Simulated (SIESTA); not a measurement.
Runs of SIESTA 5.4.2 on Pb. It takes space group Fm-3m (No. 225, cubic). The conventional cell has a = 4.950 Å, b = 4.950 Å, c = 4.950 Å, α = 90.00°, β = 90.00°, γ = 90.00°. Around Pb (site symmetry m-3m) lie 12 Pb at 3.50 Å. 

| level | gap on the mesh (eV) | pressure (GPa) |
| --- | --- | --- |
| optB88-vdW | none | (a) |
| vdW-DF2 | none | (b) |
| VV10 | none | 3.6 |
| vdW-DF-cx | none | 0.4 |
| vdW-DF-C09 | none | 0.1 |

Alike in all rows: task single point; potentials or basis PseudoDojo 0.4 standard (PBE files), DZP (energy shift 0.003 Ry; two zetas on semicore shells); no spin polarisation; cell as given; k mesh 9 × 9 × 9; smearing fermi-dirac 0.05 eV; grid cutoff 500 Ry; energy shift 0.003 Ry.

**Question.** Fill in the values left out.

**Answer.** (a) 2.7; (b) 8.5.

Caveats: the potentials were made for another functional, which shifts forces and pressure; the basis of atomic orbitals isn't converged, which shifts pressures, moduli and gaps; the non-local part is tabulated coarsely and may be off by about a percent (some runs).

A k mesh can miss the band edges, and the runs leave out spin-orbit coupling on Pb.

A gap of «none» marks a metal or a gap under the smearing width.

Runs at the PBE level aren't shown here.
